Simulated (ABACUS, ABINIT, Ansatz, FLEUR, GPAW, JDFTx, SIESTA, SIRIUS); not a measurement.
# Se: 8 runs at one level of theory

```xyz
3
Lattice="4.3662 0.0000 0.0000 -2.1831 3.7812 0.0000 0.0000 0.0000 4.9536" Properties=species:S:1:pos:R:3 pbc="T T T"
Se    1.7025    2.9419    0.0130
Se   -0.4753    0.8926    3.2587
Se    0.9908    0.0067    1.6217
```

Atoms were shifted at random by some hundredths of an Å from the given cell, which wasn't relaxed again for these runs.

Alike in all runs: task single point; functional PBEsol; k mesh 7 × 7 × 6; occupations fermi-dirac, width 0.05 eV; no spin polarisation; no spin-orbit coupling. Pressure is positive in compression and, in plane waves, holds the error of the finite cutoff.

| program and potentials | plane-wave cutoff (eV) | notes | pressure (GPa) | largest force (eV/Å) | energy over the undisturbed cell (meV/atom) |
| --- | --- | --- | --- | --- | --- |
| JDFTx, PseudoDojo-SR-PBEsol-0.4.1-standard with smoothed tails | 1170 | 16 valence electrons an atom on average | -0.02 | 0.572 | - |
| SIRIUS, PseudoDojo 0.4.1 PBEsol standard (scalar relativistic) | 1177 | 16 valence electrons an atom on average | -0.02 | 0.572 | - |
| ABINIT, PseudoDojo NC SR PBEsol v0.4.1 standard | 1170 | 16 valence electrons an atom on average | -0.02 | 0.572 | - |
| SIESTA, files PseudoDojo sr-pbesol-0.4.1-standard, DZP (energy shift 0.003 Ry; two zetas on semicore shells) | - | atomic basis; 16 valence electrons an atom on average | 4.13 | 1.691 | -0.89 |
| FLEUR, all-electron, FLAPW | - | - | - | 0.560 | 4.05 |
| GPAW, PAW data sets generated for this functional | 600 | 6 valence electrons an atom on average | 0.00 | 0.575 | 4.01 |
| Ansatz, all-electron LAPW, scalar-relativistic | - | - | -0.04 | 0.557 | - |
| ABACUS, PseudoDojo NC SR 0.4.1 PBEsol standard, plane waves | 1184 | 16 valence electrons an atom on average | ? | ? | ? |

Problem. Estimate from the other rows what the run with ABACUS, PseudoDojo NC SR 0.4.1 PBEsol standard, plane waves gave.

Solution. Pressure -0.02 GPa; largest force 0.572 eV/Å; energy over the undisturbed cell 4.00 meV/atom. The other rows, which needn't bracket it: pressure -0.04 to 4.13; largest force 0.557 to 1.691; energy over the undisturbed cell -0.89 to 4.05.
